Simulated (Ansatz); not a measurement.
The parent structure is BaSnO3 in the cubic perovskite structure (space group Pm-3m, No. 221).

```xyz
5
Lattice="4.1216 0.0000 0.0000 0.0000 4.1216 0.0000 0.0000 0.0000 4.1216" Properties=species:S:1:pos:R:3 pbc="T T T"
Ba     0.0000     0.0000     0.0000
Sn     2.0608     2.0608     2.0608
O      0.0000     2.0608     2.0608
O      2.0608     2.0608     0.0000
O      2.0608     0.0000     2.0608
```

Cartesian axes are those of the cell as printed.

Computed with PBEsol/PAW in Ansatz (a program for electronic structure), scalar-relativistic without spin-orbit coupling, earlier PAW set.

Strains are applied to the cell and any free atomic positions relax; under biaxial strain the out-of-plane vector relaxes too.

One change was made to it. Results:

The energy rises by 5.4 meV/atom; the smallest direct gap falls by 0.26 eV to 1.09 eV.

Problem. Name the change that was made.
A) biaxial strain +1.13 %, plane normal [001], relaxed out of plane
B) uniaxial strain ε_yy = +2.16 %
C) strain tensor (xx, yy, zz, yz, xz, xy) = (+0.24, −2.41, −1.39, +0.98, +0.15, +1.67) %
D) uniaxial strain ε_zz = +3.47 %

Solution. B, uniaxial strain ε_yy = +2.16 %. For comparison, the energy relative to the base in the other runs: strain tensor (xx, yy, zz, yz, xz, xy) = (+0.24, −2.41, −1.39, +0.98, +0.15, +1.67) % gives +19 meV/atom; uniaxial strain ε_zz = +3.47 % gives +13 meV/atom; biaxial strain +1.13 %, plane normal [001], relaxed out of plane gives +3.4 meV/atom.

Gaps are Kohn–Sham eigenvalue differences; semilocal functionals usually give less than the measured gap. Stability against distortions was not tested.
